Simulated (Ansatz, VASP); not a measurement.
## SnSe2 in VASP and in Ansatz

```xyz
3
Lattice="3.8110 0.0000 0.0000 -1.9055 3.3004 0.0000 0.0000 0.0000 6.1360" Properties=species:S:1:pos:R:3 pbc="T T T"
Sn    0.0000    0.0000    0.0000
Se    1.9055    1.1001    4.6081
Se    0.0000    2.2003    1.5279
```

Alike in both runs: functional PBE; k mesh 8 × 8 × 5; occupations gaussian, width 0.02 eV; no spin polarisation.

|  | VASP | Ansatz |
| --- | --- | --- |
| version | VASP 6.6.1 | Ansatz 0.2.0 |
| potentials or method | VASP PAW PBE potentials, release 64 (Sn_d, Se) | Ansatz PAW |
| plane-wave cutoff (eV) | 520 | 420 |
| valence electrons in the cell | 26 | 46 |
| task | electric field gradients | single point |

VASP gave:

- gap on the k mesh at the Fermi level (eV): 0.81
- least direct gap on the mesh (eV): 1.09
- pressure (GPa): 5.6
- largest component of the traceless stress (GPa): 1.00
- rms of the force components (eV/Å): 0.379

Question: Which values does Ansatz return?

Answer: gap on the k mesh at the Fermi level (eV): 0.81; least direct gap on the mesh (eV): 1.10; pressure (GPa): 5.5; largest component of the traceless stress (GPa): 1.00; rms of the force components (eV/Å): 0.371.

Atom by atom the forces differ by 0.008 eV/Å (rms over components). The functional is the same, so the differences come from potentials, cutoffs and numerics. The two sets of potentials don't hold the same shells in valence.

Caveats: spin-orbit coupling is left out, which moves the levels of the heavy elements; this functional lacks dispersion, which binds the layers, so the pressure and a relaxed spacing across them are unreliable; an odd mesh through Γ misses points on the zone boundary, where band edges often lie (VASP); odd divisions of the mesh miss points on the zone boundary, where band edges often lie, so the gap on the mesh can be too wide (Ansatz).
